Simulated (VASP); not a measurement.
# Y (P6_3/mmc) in VASP: notebook, part 3 of 7

VASP 6.6.1. The steps go on from the part before.

**28. Equation of state, PBEsol, 32.02 Å³/atom**

INCAR reads:

```
SYSTEM = Y
PREC = Accurate ; ENCUT = 350
EDIFF = 1E-6 ; ISMEAR = -1
SIGMA = 0.15 ; LREAL = .FALSE.
LASPH = .TRUE. ; NELM = 100
ALGO = Normal ; ISIF = 2
LWAVE = .FALSE. ; LCHARG = .FALSE.
GGA = PS ; ADDGRID = .FALSE.
```

KPOINTS reads:

```
Automatic mesh
0
G
  9 9 5
  0 0 0
```

POSCAR reads:

```
Y
1.0
    3.6105550567      0.0000000000      0.0000000000
   -1.8052775283      3.1268324009      0.0000000000
    0.0000000000      0.0000000000      5.6727111937
Y
2
Direct
    0.6666666667      0.3333333333      0.7500000000
    0.3333333333      0.6666666667      0.2500000000
```

Run with:

```
> cat potpaw_PBE.64/Y_sv/POTCAR > POTCAR
> mpirun -np 1 vasp_std > vasp.out
```

Run time: 15 s. Hardware: 1 thread of Intel Xeon Platinum 8488C (Sapphire Rapids), shared host; peak memory 0.16 GiB.

These settings aren't checked as converged: the numbers below hold their error.

Results:

```
Free energy            : -13.7666 eV
Pressure               : -0.9 GPa
Band gap on the k mesh : none (metal or under the smearing width)
```

Caveat: the PAW data sets were made with another functional, which shifts forces and pressure a little.

**29. Equation of state, PBEsol, 34.00 Å³/atom**

INCAR is that of step 28.

KPOINTS is that of step 28.

POSCAR reads:

```
Y
1.0
    3.6835152200      0.0000000000      0.0000000000
   -1.8417576100      3.1900177558      0.0000000000
    0.0000000000      0.0000000000      5.7873423041
Y
2
Direct
    0.6666666667      0.3333333333      0.7500000000
    0.3333333333      0.6666666667      0.2500000000
```

Run with:

```
> cat potpaw_PBE.64/Y_sv/POTCAR > POTCAR
> mpirun -np 1 vasp_std > vasp.out
```

It took 14 s on 1 thread of Intel Xeon Platinum 8488C (Sapphire Rapids), shared host; peak memory 0.16 GiB.

These settings aren't checked as converged: the numbers below hold their error.

What came out:

| Property | Result |
| --- | --- |
| Free energy | -13.7190 eV |
| Pressure | -3.0 GPa |
| Band gap on the k mesh | none (metal or under the smearing width) |

Caveat: the PAW data sets were made with another functional, which shifts forces and pressure a little.

**30. Equation of state, PBEsol, 32.02 Å³/atom**

INCAR, as its differences from that of step 29:

```diff
@@ -1,3 +1,3 @@
 SYSTEM = Y
-PREC = Accurate ; ENCUT = 350
+PREC = Accurate ; ENCUT = 300
 EDIFF = 1E-6 ; ISMEAR = -1
```

KPOINTS reads:

```
Automatic mesh
0
G
  10 10 6
  0 0 0
```

POSCAR reads:

```
Y
1.0
    3.6105550567      0.0000000000      0.0000000000
   -1.8052775283      3.1268324009      0.0000000000
    0.0000000000      0.0000000000      5.6727111937
Y
2
Direct
    0.6666666667      0.3333333333      0.7500000000
    0.3333333333      0.6666666667      0.2500000000
```

Potentials or basis: VASP PAW PBE potentials, release 64 (Y_sv).

Run with:

```
> cat potpaw_PBE.64/Y_sv/POTCAR > POTCAR
> mpirun -np 1 vasp_std > vasp.out
```

It took 18 s on 1 thread of Intel Xeon Platinum 8488C (Sapphire Rapids), shared host; peak memory 0.15 GiB.

These settings aren't checked as converged: the numbers below hold their error.

Results:

* Free energy: -13.7616 eV
* Pressure: -1.0 GPa
* Band gap on the k mesh: none (metal or under the smearing width)

Caveat: the PAW data sets were made with another functional, which shifts forces and pressure a little.

**31. Equation of state, PBEsol, 34.00 Å³/atom**

INCAR is that of step 30.

KPOINTS is that of step 30.

POSCAR reads:

```
Y
1.0
    3.6835152200      0.0000000000      0.0000000000
   -1.8417576100      3.1900177558      0.0000000000
    0.0000000000      0.0000000000      5.7873423041
Y
2
Direct
    0.6666666667      0.3333333333      0.7500000000
    0.3333333333      0.6666666667      0.2500000000
```

Run with:

```
> cat potpaw_PBE.64/Y_sv/POTCAR > POTCAR
> mpirun -np 1 vasp_std > vasp.out
```

Wall time 28 s (1 thread of Intel Xeon Platinum 8488C (Sapphire Rapids), shared host); peak memory 0.16 GiB.

The run converged, but some of its settings lie outside the range that counts as converged, so its numbers aren't taken as properties of the crystal.

What came out:

* Free energy: -13.7146 eV
* Pressure: -3.1 GPa
* Band gap on the k mesh: none (metal or under the smearing width)

Caveat: the PAW data sets were made with another functional, which shifts forces and pressure a little.

**32. Equation of state, PBEsol, 32.02 Å³/atom**

INCAR, as its differences from that of step 31:

```diff
@@ -1,3 +1,3 @@
 SYSTEM = Y
-PREC = Accurate ; ENCUT = 300
+PREC = Accurate ; ENCUT = 400
 EDIFF = 1E-6 ; ISMEAR = -1
```

KPOINTS reads:

```
Automatic mesh
0
G
  9 9 5
  0 0 0
```

POSCAR reads:

```
Y
1.0
    3.6105550567      0.0000000000      0.0000000000
   -1.8052775283      3.1268324009      0.0000000000
    0.0000000000      0.0000000000      5.6727111937
Y
2
Direct
    0.6666666667      0.3333333333      0.7500000000
    0.3333333333      0.6666666667      0.2500000000
```

Run with:

```
> cat potpaw_PBE.64/Y_sv/POTCAR > POTCAR
> mpirun -np 1 vasp_std > vasp.out
```

Wall time 30 s (1 thread of Intel Xeon Platinum 8488C (Sapphire Rapids), shared host); peak memory 0.17 GiB.

The run converged, but some of its settings lie outside the range that counts as converged, so its numbers aren't taken as properties of the crystal.

What came out:

* Free energy: -13.7667 eV
* Pressure: -0.9 GPa
* Band gap on the k mesh: none (metal or under the smearing width)

Caveat: the PAW data sets were made with another functional, which shifts forces and pressure a little.

**33. Equation of state, PBEsol, 34.00 Å³/atom**

INCAR is that of step 32.

KPOINTS is that of step 32.

POSCAR reads:

```
Y
1.0
    3.6835152200      0.0000000000      0.0000000000
   -1.8417576100      3.1900177558      0.0000000000
    0.0000000000      0.0000000000      5.7873423041
Y
2
Direct
    0.6666666667      0.3333333333      0.7500000000
    0.3333333333      0.6666666667      0.2500000000
```

Potentials or basis: VASP PAW PBE potentials, release 64 (Y_sv).

Run with:

```
> cat potpaw_PBE.64/Y_sv/POTCAR > POTCAR
> mpirun -np 1 vasp_std > vasp.out
```

Wall time 20 s (1 thread of Intel Xeon Platinum 8488C (Sapphire Rapids), shared host); peak memory 0.17 GiB.

The run converged, but some of its settings lie outside the range that counts as converged, so its numbers aren't taken as properties of the crystal.

What came out:

| Quantity | Value |
| --- | --- |
| Free energy | -13.7190 eV |
| Pressure | -3.0 GPa |
| Band gap on the k mesh | none (metal or under the smearing width) |

Caveat: the PAW data sets were made with another functional, which shifts forces and pressure a little.

**34. Equation of state, PBEsol, 32.02 Å³/atom**

INCAR, as its differences from that of step 33:

```diff
@@ -1,3 +1,3 @@
 SYSTEM = Y
-PREC = Accurate ; ENCUT = 400
+PREC = Accurate ; ENCUT = 700
 EDIFF = 1E-6 ; ISMEAR = -1
```

KPOINTS reads:

```
Automatic mesh
0
G
  7 7 4
  0 0 0
```

POSCAR reads:

```
Y
1.0
    3.6105550567      0.0000000000      0.0000000000
   -1.8052775283      3.1268324009      0.0000000000
    0.0000000000      0.0000000000      5.6727111937
Y
2
Direct
    0.6666666667      0.3333333333      0.7500000000
    0.3333333333      0.6666666667      0.2500000000
```

Run with:

```
> cat potpaw_PBE.64/Y_sv/POTCAR > POTCAR
> mpirun -np 1 vasp_std > vasp.out
```

It took 38 s on 1 thread of Intel Xeon Platinum 8488C (Sapphire Rapids), shared host; peak memory 0.24 GiB.

The run converged, but some of its settings lie outside the range that counts as converged, so its numbers aren't taken as properties of the crystal.

What came out:

```yaml
Free_energy: -13.7690 eV
Pressure: -0.8 GPa
Band_gap_on_the_k_mesh: none (metal or under the smearing width)
```

Caveat: the PAW data sets were made with another functional, which shifts forces and pressure a little.

**35. Equation of state, PBEsol, 34.00 Å³/atom**

INCAR is that of step 34.

KPOINTS is that of step 34.

POSCAR reads:

```
Y
1.0
    3.6835152200      0.0000000000      0.0000000000
   -1.8417576100      3.1900177558      0.0000000000
    0.0000000000      0.0000000000      5.7873423041
Y
2
Direct
    0.6666666667      0.3333333333      0.7500000000
    0.3333333333      0.6666666667      0.2500000000
```

Run with:

```
> cat potpaw_PBE.64/Y_sv/POTCAR > POTCAR
> mpirun -np 1 vasp_std > vasp.out
```

It took 45 s on 1 thread of Intel Xeon Platinum 8488C (Sapphire Rapids), shared host; peak memory 0.24 GiB.

These settings aren't checked as converged: the numbers below hold their error.

What came out:

| Item | Value |
| --- | --- |
| Free energy | -13.7216 eV |
| Pressure | -2.9 GPa |
| Band gap on the k mesh | none (metal or under the smearing width) |

Caveat: the PAW data sets were made with another functional, which shifts forces and pressure a little.

**36. Equation of state, PBEsol, 32.02 Å³/atom**

INCAR, as its differences from that of step 35:

```diff
@@ -1,3 +1,3 @@
 SYSTEM = Y
-PREC = Accurate ; ENCUT = 700
+PREC = Accurate ; ENCUT = 450
 EDIFF = 1E-6 ; ISMEAR = -1
```

KPOINTS reads:

```
Automatic mesh
0
G
  9 9 5
  0 0 0
```

POSCAR reads:

```
Y
1.0
    3.6105550567      0.0000000000      0.0000000000
   -1.8052775283      3.1268324009      0.0000000000
    0.0000000000      0.0000000000      5.6727111937
Y
2
Direct
    0.6666666667      0.3333333333      0.7500000000
    0.3333333333      0.6666666667      0.2500000000
```

Potentials or basis: VASP PAW PBE potentials, release 64 (Y_sv).

Run with:

```
> cat potpaw_PBE.64/Y_sv/POTCAR > POTCAR
> mpirun -np 1 vasp_std > vasp.out
```

Wall time 33 s (1 thread of Intel Xeon Platinum 8488C (Sapphire Rapids), shared host); peak memory 0.2 GiB.

These settings aren't checked as converged: the numbers below hold their error.

What came out:

```
Free energy            : -13.7669 eV
Pressure               : -0.8 GPa
Band gap on the k mesh : none (metal or under the smearing width)
```

Caveat: the PAW data sets were made with another functional, which shifts forces and pressure a little.

**37. Equation of state, PBEsol, 34.00 Å³/atom**

INCAR is that of step 36.

KPOINTS is that of step 36.

POSCAR reads:

```
Y
1.0
    3.6835152200      0.0000000000      0.0000000000
   -1.8417576100      3.1900177558      0.0000000000
    0.0000000000      0.0000000000      5.7873423041
Y
2
Direct
    0.6666666667      0.3333333333      0.7500000000
    0.3333333333      0.6666666667      0.2500000000
```

Run with:

```
> cat potpaw_PBE.64/Y_sv/POTCAR > POTCAR
> mpirun -np 1 vasp_std > vasp.out
```

Wall time 37 s (1 thread of Intel Xeon Platinum 8488C (Sapphire Rapids), shared host); peak memory 0.19 GiB.

The run converged, but some of its settings lie outside the range that counts as converged, so its numbers aren't taken as properties of the crystal.

What came out:

```
Free energy            : -13.7192 eV
Pressure               : -3.0 GPa
Band gap on the k mesh : none (metal or under the smearing width)
```

Caveat: the PAW data sets were made with another functional, which shifts forces and pressure a little.

**38. Equation of state, PBEsol, 32.02 Å³/atom**

INCAR, as its differences from that of step 37:

```diff
@@ -3,3 +3,3 @@
 EDIFF = 1E-6 ; ISMEAR = -1
-SIGMA = 0.15 ; LREAL = .FALSE.
+SIGMA = 0.4 ; LREAL = .FALSE.
 LASPH = .TRUE. ; NELM = 100
```

KPOINTS is that of step 37.

POSCAR reads:

```
Y
1.0
    3.6105550567      0.0000000000      0.0000000000
   -1.8052775283      3.1268324009      0.0000000000
    0.0000000000      0.0000000000      5.6727111937
Y
2
Direct
    0.6666666667      0.3333333333      0.7500000000
    0.3333333333      0.6666666667      0.2500000000
```

Run with:

```
> cat potpaw_PBE.64/Y_sv/POTCAR > POTCAR
> mpirun -np 1 vasp_std > vasp.out
```

Wall time 40 s (1 thread of Intel Xeon Platinum 8488C (Sapphire Rapids), shared host); peak memory 0.2 GiB.

These settings aren't checked as converged: the numbers below hold their error.

What came out:

- Free energy: -14.4369 eV
- Pressure: 0.4 GPa
- Band gap on the k mesh: none (metal or under the smearing width)

Caveat: the PAW data sets were made with another functional, which shifts forces and pressure a little.

**39. Equation of state, PBEsol, 34.00 Å³/atom**

INCAR is that of step 38.

KPOINTS is that of step 38.

POSCAR reads:

```
Y
1.0
    3.6835152200      0.0000000000      0.0000000000
   -1.8417576100      3.1900177558      0.0000000000
    0.0000000000      0.0000000000      5.7873423041
Y
2
Direct
    0.6666666667      0.3333333333      0.7500000000
    0.3333333333      0.6666666667      0.2500000000
```

Potentials or basis: VASP PAW PBE potentials, release 64 (Y_sv).

Run with:

```
> cat potpaw_PBE.64/Y_sv/POTCAR > POTCAR
> mpirun -np 1 vasp_std > vasp.out
```

It took 32 s on 1 thread of Intel Xeon Platinum 8488C (Sapphire Rapids), shared host; peak memory 0.19 GiB.

These settings aren't checked as converged: the numbers below hold their error.

Results:

| Item | Value |
| --- | --- |
| Free energy | -14.4187 eV |
| Pressure | -1.8 GPa |
| Band gap on the k mesh | none (metal or under the smearing width) |

Caveat: the PAW data sets were made with another functional, which shifts forces and pressure a little.

**40. Equation of state, PBEsol, 32.02 Å³/atom**

INCAR, as its differences from that of step 39:

```diff
@@ -3,3 +3,3 @@
 EDIFF = 1E-6 ; ISMEAR = -1
-SIGMA = 0.4 ; LREAL = .FALSE.
+SIGMA = 0.2 ; LREAL = .FALSE.
 LASPH = .TRUE. ; NELM = 100
```

KPOINTS is that of step 39.

POSCAR reads:

```
Y
1.0
    3.6105550567      0.0000000000      0.0000000000
   -1.8052775283      3.1268324009      0.0000000000
    0.0000000000      0.0000000000      5.6727111937
Y
2
Direct
    0.6666666667      0.3333333333      0.7500000000
    0.3333333333      0.6666666667      0.2500000000
```

Run with:

```
> cat potpaw_PBE.64/Y_sv/POTCAR > POTCAR
> mpirun -np 1 vasp_std > vasp.out
```

Wall time 36 s (1 thread of Intel Xeon Platinum 8488C (Sapphire Rapids), shared host); peak memory 0.19 GiB.

These settings aren't checked as converged: the numbers below hold their error.

What came out:

| Item | Value |
| --- | --- |
| Free energy | -13.8597 eV |
| Pressure | -0.7 GPa |
| Band gap on the k mesh | none (metal or under the smearing width) |

Caveat: the PAW data sets were made with another functional, which shifts forces and pressure a little.

**41. Equation of state, PBEsol, 34.00 Å³/atom**

INCAR is that of step 40.

KPOINTS is that of step 40.

POSCAR reads:

```
Y
1.0
    3.6835152200      0.0000000000      0.0000000000
   -1.8417576100      3.1900177558      0.0000000000
    0.0000000000      0.0000000000      5.7873423041
Y
2
Direct
    0.6666666667      0.3333333333      0.7500000000
    0.3333333333      0.6666666667      0.2500000000
```

Run with:

```
> cat potpaw_PBE.64/Y_sv/POTCAR > POTCAR
> mpirun -np 1 vasp_std > vasp.out
```

Wall time 29 s (1 thread of Intel Xeon Platinum 8488C (Sapphire Rapids), shared host); peak memory 0.19 GiB.

These settings aren't checked as converged: the numbers below hold their error.

What came out:

```
Free energy            : -13.8162 eV
Pressure               : -2.8 GPa
Band gap on the k mesh : none (metal or under the smearing width)
```

Caveat: the PAW data sets were made with another functional, which shifts forces and pressure a little.

**42. Equation of state, PBEsol, 32.02 Å³/atom**

INCAR, as its differences from that of step 41:

```diff
@@ -3,3 +3,3 @@
 EDIFF = 1E-6 ; ISMEAR = -1
-SIGMA = 0.2 ; LREAL = .FALSE.
+SIGMA = 0.1 ; LREAL = .FALSE.
 LASPH = .TRUE. ; NELM = 100
```

KPOINTS is that of step 41.

POSCAR reads:

```
Y
1.0
    3.6105550567      0.0000000000      0.0000000000
   -1.8052775283      3.1268324009      0.0000000000
    0.0000000000      0.0000000000      5.6727111937
Y
2
Direct
    0.6666666667      0.3333333333      0.7500000000
    0.3333333333      0.6666666667      0.2500000000
```

Potentials or basis: VASP PAW PBE potentials, release 64 (Y_sv).

Run with:

```
> cat potpaw_PBE.64/Y_sv/POTCAR > POTCAR
> mpirun -np 1 vasp_std > vasp.out
```

Wall time 29 s (1 thread of Intel Xeon Platinum 8488C (Sapphire Rapids), shared host); peak memory 0.19 GiB.

The run converged, but some of its settings lie outside the range that counts as converged, so its numbers aren't taken as properties of the crystal.

Results:

- Free energy: -13.6951 eV
- Pressure: -1.0 GPa
- Band gap on the k mesh: none (metal or under the smearing width)

Caveat: the PAW data sets were made with another functional, which shifts forces and pressure a little.

**43. Equation of state, PBEsol, 34.00 Å³/atom**

INCAR is that of step 42.

KPOINTS is that of step 42.

POSCAR reads:

```
Y
1.0
    3.6835152200      0.0000000000      0.0000000000
   -1.8417576100      3.1900177558      0.0000000000
    0.0000000000      0.0000000000      5.7873423041
Y
2
Direct
    0.6666666667      0.3333333333      0.7500000000
    0.3333333333      0.6666666667      0.2500000000
```

Run with:

```
> cat potpaw_PBE.64/Y_sv/POTCAR > POTCAR
> mpirun -np 1 vasp_std > vasp.out
```

It took 31 s on 1 thread of Intel Xeon Platinum 8488C (Sapphire Rapids), shared host; peak memory 0.19 GiB.

These settings aren't checked as converged: the numbers below hold their error.

What came out:

```yaml
Free_energy: -13.6444 eV
Pressure: -3.1 GPa
Band_gap_on_the_k_mesh: none (metal or under the smearing width)
```

Caveat: the PAW data sets were made with another functional, which shifts forces and pressure a little.

**44. Equation of state, PBEsol, 32.02 Å³/atom**

INCAR, as its differences from that of step 43:

```diff
@@ -3,3 +3,3 @@
 EDIFF = 1E-6 ; ISMEAR = -1
-SIGMA = 0.1 ; LREAL = .FALSE.
+SIGMA = 0.05 ; LREAL = .FALSE.
 LASPH = .TRUE. ; NELM = 100
```

KPOINTS is that of step 43.

POSCAR reads:

```
Y
1.0
    3.6105550567      0.0000000000      0.0000000000
   -1.8052775283      3.1268324009      0.0000000000
    0.0000000000      0.0000000000      5.6727111937
Y
2
Direct
    0.6666666667      0.3333333333      0.7500000000
    0.3333333333      0.6666666667      0.2500000000
```

Run with:

```
> cat potpaw_PBE.64/Y_sv/POTCAR > POTCAR
> mpirun -np 1 vasp_std > vasp.out
```

Wall time 30 s (1 thread of Intel Xeon Platinum 8488C (Sapphire Rapids), shared host); peak memory 0.19 GiB.

The run converged, but some of its settings lie outside the range that counts as converged, so its numbers aren't taken as properties of the crystal.

Results:

| Item | Value |
| --- | --- |
| Free energy | -13.6473 eV |
| Pressure | -1.1 GPa |
| Band gap on the k mesh | none (metal or under the smearing width) |

Caveat: the PAW data sets were made with another functional, which shifts forces and pressure a little.

**45. Equation of state, PBEsol, 34.00 Å³/atom**

INCAR is that of step 44.

KPOINTS is that of step 44.

POSCAR reads:

```
Y
1.0
    3.6835152200      0.0000000000      0.0000000000
   -1.8417576100      3.1900177558      0.0000000000
    0.0000000000      0.0000000000      5.7873423041
Y
2
Direct
    0.6666666667      0.3333333333      0.7500000000
    0.3333333333      0.6666666667      0.2500000000
```

Potentials or basis: VASP PAW PBE potentials, release 64 (Y_sv).

Run with:

```
> cat potpaw_PBE.64/Y_sv/POTCAR > POTCAR
> mpirun -np 1 vasp_std > vasp.out
```

Wall time 30 s (1 thread of Intel Xeon Platinum 8488C (Sapphire Rapids), shared host); peak memory 0.19 GiB.

The run converged, but some of its settings lie outside the range that counts as converged, so its numbers aren't taken as properties of the crystal.

What came out:

```yaml
Free_energy: -13.5945 eV
Pressure: -3.2 GPa
Band_gap_on_the_k_mesh: none (metal or under the smearing width)
```

Caveat: the PAW data sets were made with another functional, which shifts forces and pressure a little.

**46. Equation of state, PBEsol, 32.02 Å³/atom**

INCAR, as its differences from that of step 45:

```diff
@@ -3,3 +3,3 @@
 EDIFF = 1E-6 ; ISMEAR = -1
-SIGMA = 0.05 ; LREAL = .FALSE.
+SIGMA = 0.02 ; LREAL = .FALSE.
 LASPH = .TRUE. ; NELM = 100
```

KPOINTS is that of step 45.

POSCAR reads:

```
Y
1.0
    3.6105550567      0.0000000000      0.0000000000
   -1.8052775283      3.1268324009      0.0000000000
    0.0000000000      0.0000000000      5.6727111937
Y
2
Direct
    0.6666666667      0.3333333333      0.7500000000
    0.3333333333      0.6666666667      0.2500000000
```

Run with:

```
> cat potpaw_PBE.64/Y_sv/POTCAR > POTCAR
> mpirun -np 1 vasp_std > vasp.out
```

Run time: 32 s. Hardware: 1 thread of Intel Xeon Platinum 8488C (Sapphire Rapids), shared host; peak memory 0.2 GiB.

The run converged, but some of its settings lie outside the range that counts as converged, so its numbers aren't taken as properties of the crystal.

What came out:

* Free energy: -13.6332 eV
* Pressure: -1.1 GPa
* Band gap on the k mesh: none (metal or under the smearing width)

Caveat: the PAW data sets were made with another functional, which shifts forces and pressure a little.

**47. Equation of state, PBEsol, 34.00 Å³/atom**

INCAR is that of step 46.

KPOINTS is that of step 46.

POSCAR reads:

```
Y
1.0
    3.6835152200      0.0000000000      0.0000000000
   -1.8417576100      3.1900177558      0.0000000000
    0.0000000000      0.0000000000      5.7873423041
Y
2
Direct
    0.6666666667      0.3333333333      0.7500000000
    0.3333333333      0.6666666667      0.2500000000
```

Run with:

```
> cat potpaw_PBE.64/Y_sv/POTCAR > POTCAR
> mpirun -np 1 vasp_std > vasp.out
```

It took 29 s on 1 thread of Intel Xeon Platinum 8488C (Sapphire Rapids), shared host; peak memory 0.19 GiB.

These settings aren't checked as converged: the numbers below hold their error.

What came out:

```yaml
Free_energy: -13.5795 eV
Pressure: -3.2 GPa
Band_gap_on_the_k_mesh: none (metal or under the smearing width)
```

Caveat: the PAW data sets were made with another functional, which shifts forces and pressure a little.

[end of part 3 of 7]
